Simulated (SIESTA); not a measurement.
Crystal: TiC.

```
Ti C
1.0
     0.00000    2.16572    2.16572
     2.16572    0.00000    2.16572
     2.16572    2.16572    0.00000
Ti C
1 1
Direct
  0.00000 0.00000 0.00000
  0.50000 0.50000 0.50000
```

The cell is a database's computed one.

Base run:

- Program: SIESTA 5.4.2
- Functional: AM05
- Potentials or basis: PseudoDojo 0.4 standard (PBEsol files)
- Basis: DZP (energy shift 0.003 Ry; two zetas on semicore shells)
- Grid cutoff: 800 Ry
- Energy shift: 0.003 Ry
- k mesh: 11 × 11 × 11
- Occupations: fermi-dirac, width 0.05 eV
- Spin: no spin polarisation

Its results: band gap on the k mesh none (metal or under the smearing width); pressure -6.3 GPa.

Problem. The run is repeated on the same cell with these changes: functional from AM05 to PBEsol. What comes out?

Solution. Band gap on the k mesh none (metal or under the smearing width); pressure -5.4 GPa.

Caveats: the basis of atomic orbitals isn't converged, which shifts pressures, moduli and gaps; the potentials were made for another functional, which shifts forces and pressure (some runs).
